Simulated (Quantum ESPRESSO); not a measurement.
MgS:

```
S Mg
1.0
     0.00000    2.83312    2.83312
     2.83312    0.00000    2.83312
     2.83312    2.83312    0.00000
S Mg
1 1
Direct
  0.25000 0.25000 0.25000
  0.00000 0.00000 0.00000
```

The cell comes from a database or a generator and needn't be the stable form of this composition.

* Program: Quantum ESPRESSO 7.5
* Task: single point
* Functional: PBEsol
* Potentials or basis: GBRV 1.5 PBEsol
* Cutoff: 612 eV
* Density cutoff: 4898 eV
* k mesh: 8 × 8 × 8
* Occupations: fermi-dirac, width 0.05 eV
* Spin: no spin polarisation

On this cell: pressure -0.5 GPa; largest force zero by symmetry; band gap on the k mesh 3.28 eV, direct.

The same run follows on a disturbed copy (atoms moved at random, drawn with an rms of 0.05 Å):

```
S Mg
1.0
     0.00000    2.83312    2.83312
     2.83312    0.00000    2.83312
     2.83312    2.83312    0.00000
S Mg
1 1
Cartesian
  1.4079 1.4394 1.4292
  0.0410 -0.0268 -0.0051
```

What changes?

The energy moves by +7.6 meV/atom; pressure -0.4 GPa; largest force 0.435 eV/Å; band gap on the k mesh 3.20 eV, direct.

Forces on the atoms (eV/Å):
```
S    0.290 -0.290 -0.145
Mg  -0.290  0.290  0.145
```

Stress tensor (GPa, compression positive):
```
-0.43 -0.51 -1.10
-0.51 -0.43  1.09
-1.10  1.09 -0.36
```

A k mesh can miss the band edges.
